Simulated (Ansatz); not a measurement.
# How far is PAW off for Ti?

```
Ti
1.0
    -1.60818    1.60818    1.64100
     1.60818   -1.60818    1.64100
     1.60818    1.60818   -1.64100
Ti
1
Cartesian
  0.0000 0.0000 0.0000
```

The cell is a measured one (Crystallography Open Database entry 9012924); the temperature and pressure of the measurement aren't taken into account, and nothing was relaxed. The listed cell was then made from it by scaling, straining or moving an atom.

Levels of theory: DFT, PBE, PAW with Ansatz's default frozen-core files, scalar-relativistic (Ansatz 0.2.0); DFT, PBE, all-electron LAPW, scalar-relativistic (Ansatz 0.2.0).

For PAW: a Γ-centred 14×14×14 k mesh, Fermi–Dirac smearing of 0.05 eV, cutoff 420 eV, no spin polarisation. LAPW targets a basis error of 0.25 meV/atom. The Ansatz runs share mesh, smearing and spin set-up. Plane-wave (PAW) pressures include the program's estimate of the Pulay term.

Stress and pressure are positive in compression.

The change that made this cell: equal xx and yy strain of -2 %.

PAW results:

```tsv
quantity	PAW
pressure (GPa)	1.85
stress xx (GPa)	1.70
stress zz (GPa)	2.15
```

(1) What does all-electron LAPW give for the same quantities?

Results:

(1) 
```json
{"quantity": "pressure (GPa)", "LAPW": "1.84"}
{"quantity": "stress xx (GPa)", "LAPW": "1.68"}
{"quantity": "stress zz (GPa)", "LAPW": "2.15"}
```
